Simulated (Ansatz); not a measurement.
The cell is COD entry 9008484, as deposited and not checked against the literature; nothing was relaxed. The listed cell was then made from it by scaling, straining or moving an atom.

An input for Sr: DFT, PBE, all-electron PAW with datasets made for the crystal, scalar-relativistic (Ansatz 0.2.0).

Command: `ansatz run input.yaml --threads 1 --pin off --max-ram 2048MiB --backend cpu --events-out ev --progress --plain --runs-dir out` The run took 5.3 s on 1 thread of Arm Neoverse V1, on a shared host.

```yaml
crystal:
  lattice:
    - [0.0, 3.0119265, 3.04235]
    - [3.0119265, 0.0, 3.04235]
    - [3.0119265, 3.0119265, 0.0]
  atoms:
    - { symbol: Sr, position: [0.0, 0.0, 0.0] }
kpoints:
  mp_grid: { grid: [10, 10, 10] }
scf:
  occupations: { method: fermi_dirac, width: 0.08 }
hamiltonian:
  xc: pbe
  pseudopotentials: { kind: all_electron, datasets: crystal }
output:
  forces: true
  stress: true
  eigenvalues: true
  efg: { contact_densities: true }
```

Set-up and iterations as logged by Ansatz (the results part is left out, to be predicted):

```
hamiltonian.pseudopotentials.datasets: crystal makes datasets for this crystal and solves the spheres of its atoms anew in each pass: cutoff 200.0 eV, the density's 800.0 eV; for an error of 0.50 meV an atom under PBE, 0.5 meV for the cell; an energy difference from a run of another recipe may be off by several times the error for the cell, under r2SCAN by more, where some 0.1 meV an atom stays at smaller errors; Sr in spheres of 1.376 Å, 10 of its electrons in bands
Engine: ansatz 0.2.0
Pseudopotentials: kind: all_electron
Pseudopotential: Sr, paw, valence charge 10, recommended cutoff 200 eV (normal), Koelling and Harmon's equation, gaussian nucleus
Functional definition: PBE
  parameter kappa = 0.804
  parameter beta = 0.06672455060314922
  exchange = pbe_x(kappa = kappa, mu = beta*pi^2/3)
  correlation = pbe_c(beta = beta)
Crystal: 1 atoms, lattice volume = 55.199 Å³
Basis set: ecut = 200 eV, 339 PW (Γ), exchange–correlation on 40×40×40 points (8 copies of the dense FFT grid, shifted against one another)
Bands: 9, of which v1, the nominal top of the filled ones, is band 5 counted from 1 (4 counted from 0)
Symmetry: 16 space group operations
Space group: I4/mmm (ITA 139), of the structure as read, at distance tolerance 3.8e-5 Å
k-points: 102 of 1000
Non-local potential: Sr, projectors of the file, l = 0: 2, l = 1: 2, l = 2: 2
PAW form: soft (Blöchl's): semilocal exchange-correlation on the pseudo side does not see the compensation charge
PAW one-centre angular grid: Sr, 110 points (default); XC on its mesh's 1893 points in the sphere
Initial density: superposition of atomic densities (neutral atoms: chi_scale 0, normalization atom)
Initial wavefunctions: pseudopotential atomic-orbital guess
Functional: x = pbe(κ = 0.804, μ = 0.2195149727645171), c = pbe(β = 0.06672455060314922)
iter 1 solved again at ethr=1.76e-4 eV; its pass at ethr=1.00e-1 eV (dr2=1.76e-2 eV) is discarded
SCF iter   1: F=—  HF=-86519.109227 eV  |F-HF|=—  |Δ(HF+E_count)|=         —  Δρ=5.14e-3  dr2=1.78e-2  ethr=1.76e-4  ⟨swp⟩=5.4  Hψ=6600  notcnv=0
SCF iter   2: F=—  HF=-86519.114213 eV  |F-HF|=—  |Δ(HF+E_count)|=   4.99e-3  Δρ=3.40e-3  dr2=9.77e-3  ethr=1.76e-4  ⟨swp⟩=2.0  Hψ=1513  notcnv=0  defer=1
iter 3 solved again at ethr=1.03e-6 eV; its pass at ethr=9.77e-5 eV (dr2=1.03e-4 eV) is discarded
SCF iter   3: F=—  HF=-86519.117892 eV  |F-HF|=—  |Δ(HF+E_count)|=   3.68e-3  Δρ=3.46e-4  dr2=9.01e-5  ethr=1.03e-6  ⟨swp⟩=3.6  Hψ=4347  notcnv=0
eigensolver tolerance schedule: the retry pair's looser diagonalisation over-reported the residual by 0.14 of it (diagonalisation noise at 0.14 of the residual, at the tolerance the schedule requests for it); recorded, not acted on — ethr = c·dr2/N_el stays at c = 1.0e-1
SCF iter   4: F=—  HF=-86519.117890 eV  |F-HF|=—  |Δ(HF+E_count)|=   2.06e-6  Δρ=7.47e-5  dr2=4.96e-6  ethr=9.01e-7  ⟨swp⟩=2.0  Hψ=1514  notcnv=0
SCF iter   5: F=—  HF=-86519.117891 eV  |F-HF|=—  |Δ(HF+E_count)|=   9.34e-7  Δρ=1.40e-5  dr2=1.05e-7  ethr=4.96e-8  ⟨swp⟩=2.6  Hψ=1584  notcnv=0
SCF iter   6: F=-86519.117891 eV  HF=-86519.117891 eV  |F-HF|=6.69e-10  |Δ(HF+E_count)|=   7.81e-9  Δρ=1.76e-6  dr2=8.85e-10  ethr=1.05e-9  ⟨swp⟩=3.4  Hψ=1806  notcnv=0
```

Question: What pressure will this run report?

Answer: -0.05 GPa (positive in compression).
